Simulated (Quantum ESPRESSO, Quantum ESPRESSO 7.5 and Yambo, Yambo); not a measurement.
**A GW chain in Yambo: RbCl (Fm-3m)**

Aim: the G0W0 gap of RbCl (Fm-3m) on PBE, step by step.

Calculated with Quantum ESPRESSO 7.5 and Yambo 5.3.0; PBE and many-body steps on it, plane waves.

## Step 1: The structure

It takes space group Fm-3m (No. 225, cubic). The conventional cell has a = 6.579 Å, b = 6.579 Å, c = 6.579 Å, α = 90.00°, β = 90.00°, γ = 90.00°. Nearest to Rb lie 6 Cl at 3.29 Å. Cl has 6 Rb at 3.29 Å nearest. Farther neighbours and most contacts between anions are not listed.

The cell and positions come from the Crystallography Open Database and are kept as given unless a step says otherwise.

## Step 2: Ground state

This step: Quantum ESPRESSO 7.5; DFT, PBE, plane waves, norm-conserving pseudopotentials.

The ground-state density comes first.

pw.in reads:

```
&control
  calculation = 'scf'
  prefix = 'x'
  outdir = 'o'
  pseudo_dir = 'pseudo'
/
&system
  ibrav = 0
  nat = 2
  ntyp = 2
  ecutwfc = 50.0
  nbnd = 13
  force_symmorphic = .true.
/
&electrons
  conv_thr = 1e-10
  electron_maxstep = 80
  mixing_beta = 0.5
/
ATOMIC_SPECIES
  Rb 85.468 Rb.upf
  Cl 35.45 Cl.upf
CELL_PARAMETERS angstrom
  -0.0000000000 3.2895000000 3.2895000000
  3.2895000000 -0.0000000000 3.2895000000
  3.2895000000 3.2895000000 -0.0000000000
ATOMIC_POSITIONS crystal
  Rb 0.0000000000 0.0000000000 0.0000000000
  Cl 0.5000000000 0.5000000000 0.5000000000
K_POINTS automatic
  6 6 6 0 0 0
```

Started as:

```
$ OMP_NUM_THREADS=1 mpirun -n 4 pw.x -nk 4 -in pw.in > pw.out
```

The program printed:

```text
Program PWSCF v.7.5 starts

     This program is part of the open-source Quantum ESPRESSO suite
     for quantum simulation of materials; please cite
         "P. Giannozzi et al., J. Phys.:Condens. Matter 21 395502 (2009);
         "P. Giannozzi et al., J. Phys.:Condens. Matter 29 465901 (2017);
         "P. Giannozzi et al., J. Chem. Phys. 152 154105 (2020);
     in publications or presentations arising from this work. More details at
     Message from routine setup:
     using ibrav=0 with symmetry is DISCOURAGED, use correct ibrav instead

     G-vector sticks info

     bravais-lattice index     =            0
     lattice parameter (alat)  =       8.7911  a.u.
     unit-cell volume          =     480.4147 (a.u.)^3
     number of atoms/cell      =            2
     number of atomic types    =            2
     number of electrons       =        16.00
     number of Kohn-Sham states=           13
     kinetic-energy cutoff     =      50.0000  Ry
     charge density cutoff     =     200.0000  Ry
     scf convergence threshold =      1.0E-10
     mixing beta               =       0.5000
     number of iterations used =            8  plain     mixing
     Exchange-correlation= PBE
                           (   1   4   3   4   0   0   0)

     celldm(1)=   8.791111  celldm(2)=   0.000000  celldm(3)=   0.000000
     celldm(4)=   0.000000  celldm(5)=   0.000000  celldm(6)=   0.000000

     crystal axes: (cart. coord. in units of alat)
               a(1) = (  -0.000000   0.707107   0.707107 )
               a(2) = (   0.707107  -0.000000   0.707107 )
               a(3) = (   0.707107   0.707107  -0.000000 )

     reciprocal axes: (cart. coord. in units 2 pi/alat)
               b(1) = ( -0.707107  0.707107  0.707107 )
               b(2) = (  0.707107 -0.707107  0.707107 )
               b(3) = (  0.707107  0.707107 -0.707107 )
     Pseudo is Norm-conserving + core correction, Zval =  9.0
     Generated using ONCVPSP code by D. R. Hamann
     Using radial grid of 2308 points,  6 beta functions with:
     Pseudo is Norm-conserving + core correction, Zval =  7.0
     Generated using ONCVPSP code by D. R. Hamann
     Using radial grid of 1028 points,  6 beta functions with:
     Rb                9.00    85.46800     Rb( 1.00)
     Cl                7.00    35.45000     Cl( 1.00)

     48 Sym. Ops., with inversion, found

   Cartesian axes

     site n.     atom                  positions (alat units)
         1        Rb     tau(   1) = (   0.0000000   0.0000000   0.0000000  )
         2        Cl     tau(   2) = (   0.7071068   0.7071068   0.7071068  )

     number of k points=    16
                       cart. coord. in units 2pi/alat
        k(    1) = (   0.0000000   0.0000000   0.0000000), wk =   0.0092593
        k(    2) = (   0.1178511   0.1178511  -0.1178511), wk =   0.0740741
        k(    3) = (   0.2357023   0.2357023  -0.2357023), wk =   0.0740741
        k(    4) = (  -0.3535534  -0.3535534   0.3535534), wk =   0.0370370
        k(    5) = (   0.2357023   0.0000000  -0.0000000), wk =   0.0555556
        k(    6) = (   0.3535534   0.1178511  -0.1178511), wk =   0.2222222
        k(    7) = (  -0.2357023  -0.4714045   0.4714045), wk =   0.2222222
        k(    8) = (  -0.1178511  -0.3535534   0.3535534), wk =   0.2222222
        k(    9) = (   0.0000000  -0.2357023   0.2357023), wk =   0.1111111
        k(   10) = (   0.4714045   0.0000000  -0.0000000), wk =   0.0555556
     [... 4 further rows ...]
        k(   15) = (  -0.1178511  -0.3535534   0.5892557), wk =   0.2222222
        k(   16) = (  -0.7071068   0.2357023   0.0000000), wk =   0.1111111

     Dense  grid:    22995 G-vectors     FFT dimensions: (  40,  40,  40)

     Initial potential from superposition of free atoms

     starting charge      15.9752, renormalised to      16.0000
     Starting wfcs are    9 randomized atomic wfcs +    4 random wfcs

     per-process dynamical memory:    19.8 Mb

     Self-consistent Calculation

     iteration #  1     ecut=    50.00 Ry     beta= 0.50

     Threshold (ethr) on eigenvalues was too large:
     Diagonalizing with lowered threshold

     total energy              =     -87.21609504 Ry
     estimated scf accuracy    <       0.08357746 Ry

     iteration #  2     ecut=    50.00 Ry     beta= 0.50

     total energy              =     -87.23528009 Ry
     estimated scf accuracy    <       0.00477331 Ry

     iteration #  3     ecut=    50.00 Ry     beta= 0.50

     total energy              =     -87.23612602 Ry
     estimated scf accuracy    <       0.00103481 Ry

     iteration #  4     ecut=    50.00 Ry     beta= 0.50

     total energy              =     -87.23621833 Ry
     estimated scf accuracy    <       0.00001940 Ry

     iteration #  5     ecut=    50.00 Ry     beta= 0.50

     total energy              =     -87.23622639 Ry
     estimated scf accuracy    <       0.00000308 Ry

     iteration #  6     ecut=    50.00 Ry     beta= 0.50

     total energy              =     -87.23622752 Ry
     estimated scf accuracy    <       0.00000032 Ry

     iteration #  7     ecut=    50.00 Ry     beta= 0.50

     total energy              =     -87.23622759 Ry
     estimated scf accuracy    <          1.4E-09 Ry

     iteration #  8     ecut=    50.00 Ry     beta= 0.50

     total energy              =     -87.23622760 Ry
     estimated scf accuracy    <          2.7E-09 Ry

     iteration #  9     ecut=    50.00 Ry     beta= 0.50

     End of self-consistent calculation

          k = 0.0000 0.0000 0.0000 (  2837 PWs)   bands (ev):

   -22.8688 -10.9397  -6.9125  -6.9125  -6.9125   1.0595   1.0595   1.0595
     6.0622   9.0467   9.0467   9.0467  10.0184

          k = 0.1179 0.1179-0.1179 (  2836 PWs)   bands (ev):

   -22.8649 -10.9556  -6.9156  -6.9156  -6.9057   0.8038   0.9702   0.9702
     6.6828   8.8772   9.3906   9.3906  10.4238

          k = 0.2357 0.2357-0.2357 (  2872 PWs)   bands (ev):

   -22.8569 -10.9871  -6.9217  -6.9217  -6.8925   0.3809   0.8016   0.8016
     8.0194   8.8736  10.3417  10.3417  11.4529

          k =-0.3536-0.3536 0.3536 (  2884 PWs)   bands (ev):

     [... further k-points ...]

     highest occupied, lowest unoccupied level (ev):     1.0595    6.0622

!    total energy              =     -87.23622760 Ry
     estimated scf accuracy    <          6.5E-11 Ry

     The total energy is the sum of the following terms:
     one-electron contribution =     -20.86954624 Ry
     hartree contribution      =      15.81904037 Ry
     xc contribution           =     -23.20016521 Ry
     ewald contribution        =     -58.98555651 Ry

     convergence has been achieved in   9 iterations

     XML data file, charge density, pseudopotentials, collected wavefunctions

=------------------------------------------------------------------------------=
   JOB DONE.
=------------------------------------------------------------------------------=
```

Wall time 3.6 s (4 MPI ranks of Arm Neoverse V1, shared host); peak memory 0.22 GiB; 14 s of CPU time.

Numbers from this step:

* total energy: -1186.9093 eV
* gap: 5.003 eV
* k of the valence top: 0, 0, 0
* k of the conduction bottom: 0, 0, 0
* least direct gap: 5.003 eV

The gap is direct, at Γ.

## Step 3: Bands along the symmetry lines

Levels along a band path, at the cheap level, show where the edges lie and whether the meshes to come will hold them.

pw.in reads:

```
&control
  calculation = 'bands'
  prefix = 'x'
  outdir = 'o'
  pseudo_dir = 'pseudo'
/
&system
  ibrav = 0
  nat = 2
  ntyp = 2
  ecutwfc = 50.0
  nbnd = 14
  force_symmorphic = .true.
/
&electrons
  conv_thr = 1e-9
  electron_maxstep = 80
  diago_full_acc = .true.
  diago_thr_init = 5e-6
/
ATOMIC_SPECIES
  Rb 85.468 Rb.upf
  Cl 35.45 Cl.upf
CELL_PARAMETERS angstrom
  -0.0000000000 3.2895000000 3.2895000000
  3.2895000000 -0.0000000000 3.2895000000
  3.2895000000 3.2895000000 -0.0000000000
ATOMIC_POSITIONS crystal
  Rb 0.0000000000 0.0000000000 0.0000000000
  Cl 0.5000000000 0.5000000000 0.5000000000
K_POINTS crystal
  50
  0.00000000 0.00000000 0.00000000 1
  0.06250000 0.00000000 0.06250000 1
  0.12500000 0.00000000 0.12500000 1
  0.18750000 0.00000000 0.18750000 1
  0.25000000 0.00000000 0.25000000 1
  0.31250000 0.00000000 0.31250000 1
  0.37500000 0.00000000 0.37500000 1
  0.43750000 0.00000000 0.43750000 1
  0.50000000 0.00000000 0.50000000 1
  0.51562500 0.03125000 0.51562500 1
  0.53125000 0.06250000 0.53125000 1
  0.54687500 0.09375000 0.54687500 1
  0.56250000 0.12500000 0.56250000 1
  0.57812500 0.15625000 0.57812500 1
  0.59375000 0.18750000 0.59375000 1
  0.60937500 0.21875000 0.60937500 1
  0.62500000 0.25000000 0.62500000 1
  0.37500000 0.37500000 0.75000000 1
  0.32812500 0.32812500 0.65625000 1
  0.28125000 0.28125000 0.56250000 1
  0.23437500 0.23437500 0.46875000 1
  0.18750000 0.18750000 0.37500000 1
  0.14062500 0.14062500 0.28125000 1
  0.09375000 0.09375000 0.18750000 1
  0.04687500 0.04687500 0.09375000 1
  0.00000000 0.00000000 0.00000000 1
  0.06250000 0.06250000 0.06250000 1
  0.12500000 0.12500000 0.12500000 1
  0.18750000 0.18750000 0.18750000 1
  0.25000000 0.25000000 0.25000000 1
  0.31250000 0.31250000 0.31250000 1
  0.37500000 0.37500000 0.37500000 1
  0.43750000 0.43750000 0.43750000 1
  0.50000000 0.50000000 0.50000000 1
  0.50000000 0.46875000 0.53125000 1
  0.50000000 0.43750000 0.56250000 1
  0.50000000 0.40625000 0.59375000 1
  0.50000000 0.37500000 0.62500000 1
  0.50000000 0.34375000 0.65625000 1
  0.50000000 0.31250000 0.68750000 1
  0.50000000 0.28125000 0.71875000 1
  0.50000000 0.25000000 0.75000000 1
  0.50000000 0.21875000 0.71875000 1
  0.50000000 0.18750000 0.68750000 1
  0.50000000 0.15625000 0.65625000 1
  0.50000000 0.12500000 0.62500000 1
  0.50000000 0.09375000 0.59375000 1
  0.50000000 0.06250000 0.56250000 1
  0.50000000 0.03125000 0.53125000 1
  0.50000000 0.00000000 0.50000000 1
```

The program printed:

```text
[banner, memory and clock lines left out]
Program PWSCF v.7.5 starts

     Atomic positions and unit cell read from directory:
     o/x.save/

     Message from routine setup:
     using ibrav=0 with symmetry is DISCOURAGED, use correct ibrav instead

     G-vector sticks info

     bravais-lattice index     =            0
     lattice parameter (alat)  =       8.7911  a.u.
     unit-cell volume          =     480.4147 (a.u.)^3
     number of atoms/cell      =            2
     number of atomic types    =            2
     number of electrons       =        16.00
     number of Kohn-Sham states=           14
     kinetic-energy cutoff     =      50.0000  Ry
     charge density cutoff     =     200.0000  Ry
     Exchange-correlation= PBE
                           (   1   4   3   4   0   0   0)

     celldm(1)=   8.791111  celldm(2)=   0.000000  celldm(3)=   0.000000
     celldm(4)=   0.000000  celldm(5)=   0.000000  celldm(6)=   0.000000

     crystal axes: (cart. coord. in units of alat)
               a(1) = (  -0.000000   0.707107   0.707107 )
               a(2) = (   0.707107  -0.000000   0.707107 )
               a(3) = (   0.707107   0.707107  -0.000000 )

     reciprocal axes: (cart. coord. in units 2 pi/alat)
               b(1) = ( -0.707107  0.707107  0.707107 )
               b(2) = (  0.707107 -0.707107  0.707107 )
               b(3) = (  0.707107  0.707107 -0.707107 )
     Pseudo is Norm-conserving + core correction, Zval =  9.0
     Generated using ONCVPSP code by D. R. Hamann
     Using radial grid of 2308 points,  6 beta functions with:
     Pseudo is Norm-conserving + core correction, Zval =  7.0
     Generated using ONCVPSP code by D. R. Hamann
     Using radial grid of 1028 points,  6 beta functions with:
     Rb                9.00    85.46800     Rb( 1.00)
     Cl                7.00    35.45000     Cl( 1.00)

     48 Sym. Ops., with inversion, found

   Cartesian axes

     site n.     atom                  positions (alat units)
         1        Rb     tau(   1) = (   0.0000000   0.0000000   0.0000000  )
         2        Cl     tau(   2) = (   0.7071068   0.7071068   0.7071068  )

     number of k points=    50
                       cart. coord. in units 2pi/alat
        k(    1) = (   0.0000000   0.0000000   0.0000000), wk =   0.0400000
        k(    2) = (   0.0000000   0.0883883   0.0000000), wk =   0.0400000
        k(    3) = (   0.0000000   0.1767767   0.0000000), wk =   0.0400000
[...]
[... 38 further rows ...]
        k(   49) = (   0.0441942   0.7071068   0.0000000), wk =   0.0400000
        k(   50) = (   0.0000000   0.7071068   0.0000000), wk =   0.0400000

     Dense  grid:    22995 G-vectors     FFT dimensions: (  40,  40,  40)

     The potential is recalculated from file :
     o/x.save/charge-density

     Starting wfcs are    9 randomized atomic wfcs +    5 random wfcs

     Band Structure Calculation

     End of band structure calculation

          k = 0.0000 0.0000 0.0000 (  2837 PWs)   bands (ev):

   -22.8688 -10.9398  -6.9124  -6.9124  -6.9124   1.0594   1.0594   1.0594
     6.0622   9.0467   9.0467   9.0467  10.0184  10.0184

          k = 0.0000 0.0884 0.0000 (  2822 PWs)   bands (ev):

   -22.8680 -10.9429  -6.9162  -6.9162  -6.9054   0.9838   1.0528   1.0528
     6.1848   8.9286   9.1488   9.1488  10.0511  10.1417

          k = 0.0000 0.1768 0.0000 (  2834 PWs)   bands (ev):

   -22.8657 -10.9495  -6.9271  -6.9271  -6.8924   0.8072   1.0352   1.0352
     6.5064   8.6380   9.4489   9.4489  10.1468  10.4874

          k =-0.0000 0.2652 0.0000 (  2858 PWs)   bands (ev):

[...]
k = 0.0000 0.4419-0.0000 (  2866 PWs)   bands (ev):

[...]
k =-0.0000 0.5303 0.0000 (  2870 PWs)   bands (ev):

[...]
k = 0.0000 0.6187-0.0000 (  2866 PWs)   bands (ev):

[...]
k = 0.4640 0.4640-0.0000 (  2878 PWs)   bands (ev):

[...]
k = 0.3315 0.3315-0.0000 (  2862 PWs)   bands (ev):

[...]
k = 0.3094 0.7071-0.0000 (  2860 PWs)   bands (ev):

[...]
k = 0.2210 0.7071-0.0000 (  2868 PWs)   bands (ev):

[...]
k = 0.1768 0.7071-0.0000 (  2874 PWs)   bands (ev):

[...]
k = 0.0442 0.7071 0.0000 (  2884 PWs)   bands (ev):

   -22.8484 -10.8933  -7.1685  -7.0150  -7.0092   0.7411   0.9447   0.9549
     7.2917   9.1605  10.7217  11.1302  11.4117  12.8128

          k = 0.0000 0.7071 0.0000 (  2874 PWs)   bands (ev):

   -22.8484 -10.8921  -7.1700  -7.0135  -7.0135   0.7400   0.9582   0.9582
     7.2658   9.1266  10.7767  11.1044  11.4346  12.7855

     XML data file, pseudopotentials, collected wavefunctions
```

It took 4.2 s on 4 MPI ranks; peak memory 0.2 GiB; 16 s of CPU time.

This step gave:

```yaml
gap: 5.003 eV
k_of_the_valence_top: 0, 0, 0
k_of_the_conduction_bottom: 0, 0, 0
least_direct_gap: 5.003 eV
```

The gap is 5.003 eV, as in the run before at this level.

The electronic bands at the labelled points (eV, zero at the top of the highest filled band; v1 is the highest filled band, c1 the lowest empty one):

```csv
point,v4,v3,v2,v1,c1,c2,c3,c4
Γ,-7.97,0.00,0.00,0.00,5.00,7.99,7.99,7.99
halfway,-7.99,-0.53,-0.07,-0.07,6.37,6.89,9.43,9.50
X,-8.07,-0.32,-0.10,-0.10,6.21,8.07,9.72,10.04
halfway,-8.06,-0.31,-0.19,-0.14,6.41,8.33,9.36,10.20
U,-8.03,-0.40,-0.28,-0.22,6.95,8.71,9.06,9.75
jump to K,-8.03,-0.40,-0.28,-0.22,6.95,8.71,9.06,9.75
halfway,-7.95,-0.59,-0.27,-0.11,6.66,7.61,8.82,9.51
Γ,-7.97,0.00,0.00,0.00,5.00,7.99,7.99,7.99
halfway,-7.96,-0.48,-0.18,-0.18,6.27,7.77,8.74,8.74
L,-7.95,-0.86,-0.34,-0.34,7.75,7.98,10.16,10.16
halfway,-7.96,-0.65,-0.29,-0.29,7.73,7.86,9.74,9.90
W,-7.96,-0.44,-0.24,-0.24,7.67,7.67,9.34,9.37
halfway,-8.02,-0.30,-0.27,-0.15,6.61,8.53,8.99,10.05
X,-8.07,-0.32,-0.10,-0.10,6.21,8.07,9.72,10.04
```

## Step 4: Empty states on the mesh, 4×4×4 mesh, 112 bands

The sums over transitions need many empty states on a uniform mesh; this step solves for them.

pw.in reads:

```
&control
  calculation = 'nscf'
  prefix = 'x'
  outdir = 'o'
  pseudo_dir = 'pseudo'
/
&system
  ibrav = 0
  nat = 2
  ntyp = 2
  ecutwfc = 50.0
  nbnd = 112
  force_symmorphic = .true.
/
&electrons
  conv_thr = 1e-9
  electron_maxstep = 80
  diago_full_acc = .true.
  diago_thr_init = 5e-6
/
ATOMIC_SPECIES
  Rb 85.468 Rb.upf
  Cl 35.45 Cl.upf
CELL_PARAMETERS angstrom
  -0.0000000000 3.2895000000 3.2895000000
  3.2895000000 -0.0000000000 3.2895000000
  3.2895000000 3.2895000000 -0.0000000000
ATOMIC_POSITIONS crystal
  Rb 0.0000000000 0.0000000000 0.0000000000
  Cl 0.5000000000 0.5000000000 0.5000000000
K_POINTS automatic
  4 4 4 0 0 0
```

The program printed:

```text
[banner, memory and clock lines left out]
Program PWSCF v.7.5 starts

     Atomic positions and unit cell read from directory:
     o/x.save/

     Message from routine setup:
     using ibrav=0 with symmetry is DISCOURAGED, use correct ibrav instead

     G-vector sticks info

     bravais-lattice index     =            0
     lattice parameter (alat)  =       8.7911  a.u.
     unit-cell volume          =     480.4147 (a.u.)^3
     number of atoms/cell      =            2
     number of atomic types    =            2
     number of electrons       =        16.00
     number of Kohn-Sham states=          112
     kinetic-energy cutoff     =      50.0000  Ry
     charge density cutoff     =     200.0000  Ry
     Exchange-correlation= PBE
                           (   1   4   3   4   0   0   0)

     celldm(1)=   8.791111  celldm(2)=   0.000000  celldm(3)=   0.000000
     celldm(4)=   0.000000  celldm(5)=   0.000000  celldm(6)=   0.000000

     crystal axes: (cart. coord. in units of alat)
               a(1) = (  -0.000000   0.707107   0.707107 )
               a(2) = (   0.707107  -0.000000   0.707107 )
               a(3) = (   0.707107   0.707107  -0.000000 )

     reciprocal axes: (cart. coord. in units 2 pi/alat)
               b(1) = ( -0.707107  0.707107  0.707107 )
               b(2) = (  0.707107 -0.707107  0.707107 )
               b(3) = (  0.707107  0.707107 -0.707107 )
     Pseudo is Norm-conserving + core correction, Zval =  9.0
     Generated using ONCVPSP code by D. R. Hamann
     Using radial grid of 2308 points,  6 beta functions with:
     Pseudo is Norm-conserving + core correction, Zval =  7.0
     Generated using ONCVPSP code by D. R. Hamann
     Using radial grid of 1028 points,  6 beta functions with:
     Rb                9.00    85.46800     Rb( 1.00)
     Cl                7.00    35.45000     Cl( 1.00)

     48 Sym. Ops., with inversion, found

   Cartesian axes

     site n.     atom                  positions (alat units)
         1        Rb     tau(   1) = (   0.0000000   0.0000000   0.0000000  )
         2        Cl     tau(   2) = (   0.7071068   0.7071068   0.7071068  )

     number of k points=     8
                       cart. coord. in units 2pi/alat
        k(    1) = (   0.0000000   0.0000000   0.0000000), wk =   0.0312500
        k(    2) = (   0.1767767   0.1767767  -0.1767767), wk =   0.2500000
        k(    3) = (  -0.3535534  -0.3535534   0.3535534), wk =   0.1250000
[...]
k(    7) = (  -0.7071068   0.0000000   0.0000000), wk =   0.0937500
        k(    8) = (  -0.7071068   0.3535534   0.0000000), wk =   0.1875000

     Dense  grid:    22995 G-vectors     FFT dimensions: (  40,  40,  40)

     The potential is recalculated from file :
     o/x.save/charge-density

     Starting wfcs are    9 randomized atomic wfcs +  103 random wfcs

     Band Structure Calculation

     End of band structure calculation

          k = 0.0000 0.0000 0.0000 (  2837 PWs)   bands (ev):

   -22.8688 -10.9398  -6.9124  -6.9124  -6.9124   1.0594   1.0594   1.0594
     6.0622   9.0467   9.0467   9.0467  10.0184  10.0184  13.1512  17.8235
    17.8235  17.8235  19.2778  19.2778  19.2778  20.6412  20.6412  20.7040
[...]
k = 0.1768 0.1768-0.1768 (  2872 PWs)   bands (ev):

[...]
k =-0.3536-0.3536 0.3536 (  2884 PWs)   bands (ev):

[...]
66.4056  66.4056  66.4578  66.4578  68.0142  68.7503  70.3963  70.3963
    70.7035  70.8285  70.8285  71.1094  71.5497  71.9615  71.9615  73.6933

          k = 0.3536 0.0000 0.0000 (  2858 PWs)   bands (ev):

     [... further k-points ...]

     highest occupied, lowest unoccupied level (ev):     1.0594    6.0622

     XML data file, pseudopotentials, collected wavefunctions
```

Elapsed: 6 s, on 4 MPI ranks; peak memory 0.3 GiB.

Numbers from this step:

```yaml
gap: 5.003 eV
k_of_the_valence_top: 0, 0, 0
k_of_the_conduction_bottom: 0, 0, 0
least_direct_gap: 5.003 eV
k_points_computed: 8
lowest_point_of_the_top_converged_band_above_the_valence_top: 68.3389 eV
```

On this mesh the gap is 5.003 eV.

(Part 1 of 2 ends here.)

[Paths, hosts, dates, memory and timing lines, banners, echoed tables and standing remarks are left out of the program output.]

[Logs are printed without paths, hosts, clocks, repeated set-up lines and the standing remarks that a program may print on its own settings, such as how far it seeks lower states.]

[Runs of the session that timed out or met a known fault of the program may be left out.]

[Hosts, paths, dates, database ids (printed as entryN), source tags and the programs' standing remarks are cut or masked in the printed files.]
